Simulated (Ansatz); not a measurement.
Runs of Ansatz 0.2.0 on TiC. The structure is cubic, space group Fm-3m (No. 225). The conventional cell has a = 4.331 Å, b = 4.331 Å, c = 4.331 Å, α = 90.00°, β = 90.00°, γ = 90.00°. Around Ti (site symmetry m-3m) lie 6 C at 2.17 Å. Around C (site symmetry m-3m) lie 6 Ti at 2.17 Å. The cell is a database's computed one.

| task | level | cell | k mesh | cutoff (eV) | smearing | gap on the mesh (eV) | pressure (GPa) | relaxed volume (Å³/atom) |
| --- | --- | --- | --- | --- | --- | --- | --- | --- |
| band structure | revPBE | as given | 11 × 11 × 11 | 313 | fermi-dirac 0.05 eV | - | 3.6 | - |
| single point | PBEsol | as given | 11 × 11 × 11 | 312 | gaussian 0.02 eV | none | -6.7 | - |
| phonons | LDA | as given | 8 × 8 × 8 | 329 | fermi-dirac 0.05 eV | none | - | - |
| relaxation of cell and atoms | RPBE+D4 | relaxed | 11 × 11 × 11 | - | fermi-dirac 0.05 eV | - | 0.0 | (a) |
| relaxation of cell and atoms | revPBE | relaxed | 11 × 11 × 11 | - | fermi-dirac 0.05 eV | - | 0.0 | 10.30 |

Alike in all rows: potentials or basis all-electron LAPW, scalar-relativistic; no spin polarisation; basis error allowed 0.001 eV/atom.

**Question.** Estimate the missing entries.

**Answer.** (a) 9.91.

Caveats: the k mesh is thin for a metal, which can move the energy by tens of meV per atom (some runs); a metal's response needs a denser mesh (some runs).

A gap of «none» marks a metal or a gap under the smearing width.

Runs at the PBE level aren't shown here.
